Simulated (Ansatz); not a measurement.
# Al2Ru: the cost of one run

Method: DFT PBEsol, scalar-relativistic, plane waves, PAW, in Ansatz 0.2.0.

3 further runs of the same task are left out: 3 set aside as unsound or not needed.

## Step 1: The structure to begin with

The structure is tetragonal, space group I4/mmm (No. 139). The conventional cell has a = 3.121 Å, b = 3.121 Å, c = 8.423 Å, α = 90.00°, β = 90.00°, γ = 90.00°. Al (site symmetry 4mm) is surrounded by 5 Ru at 2.58 to 2.87 Å and 5 Al at 2.68 to 2.69 Å. Around Ru (site symmetry 4/mmm) lie 10 Al at 2.58 to 2.87 Å.

Coordinates:

```cif
data_structure
_symmetry_space_group_name_H-M 'P 1'
_symmetry_Int_Tables_number 1
_cell_length_a 4.4143
_cell_length_b 4.7549
_cell_length_c 6.9796
_cell_angle_alpha 81.559
_cell_angle_beta 71.565
_cell_angle_gamma 62.342
_cell_volume 123.10
loop_
_atom_site_label
_atom_site_type_symbol
_atom_site_fract_x
_atom_site_fract_y
_atom_site_fract_z
_atom_site_occupancy
Al1 Al 0.65908 0.68185 0.00000 1
Al2 Al 0.99241 0.68185 0.33333 1
Al3 Al 0.32574 0.68185 0.66667 1
Al4 Al 0.34092 0.31815 0.00000 1
Al5 Al 0.67426 0.31815 0.33333 1
Al6 Al 0.00759 0.31815 0.66667 1
Ru1 Ru 0.00000 0.00000 0.00000 1
Ru2 Ru 0.33333 0.00000 0.33333 1
Ru3 Ru 0.66667 0.00000 0.66667 1
```

It goes back to an entry of the Materials Project, which need not be the stable form.

It is built from the cell relaxed beforehand with the same method (13.68 Å³/atom).

## Step 2: The reference: the undisturbed cell on the scan's mesh

input.yaml reads:

```yaml
crystal:
  lattice:
    - [3.1213577644, -3.1213577644, 0.0]
    - [1.5606788822, -1.5606788822, -4.2115520733]
    - [6.2427155287, 3.1213577644, 0.0]
  atoms:
    - { symbol: Al, position: [0.6590760825, 0.681847835, 0.0] }
    - { symbol: Al, position: [0.9924094158, 0.681847835, 0.3333333333] }
    - { symbol: Al, position: [0.3257427492, 0.681847835, 0.6666666667] }
    - { symbol: Al, position: [0.3409239175, 0.318152165, 0.0] }
    - { symbol: Al, position: [0.6742572508, 0.318152165, 0.3333333333] }
    - { symbol: Al, position: [0.0075905842, 0.318152165, 0.6666666667] }
    - { symbol: Ru, position: [0.0, 0.0, 0.0] }
    - { symbol: Ru, position: [0.3333333333, 0.0, 0.3333333333] }
    - { symbol: Ru, position: [0.6666666667, 0.0, 0.6666666667] }
basis:
  ecutwfc: 420
kpoints:
  mp_grid: { grid: [12, 12, 12] }
hamiltonian:
  xc: pbesol
scf:
  occupations: { method: gaussian, width: 0.15 }
output:
  forces: true
  stress: true
  eigenvalues: true
```

Started as:

```bash
> ansatz run input.yaml --threads 1 --pin off --max-ram 2560MiB --backend cpu --events-out ev --progress --plain --runs-dir out
```

**Question.** How long does this run take on 1 thread of Intel Xeon Platinum 8375C at 2.90GHz (Ice Lake), shared host, and how much memory does it need?

About 57 s, with a peak of 1.1 GiB.
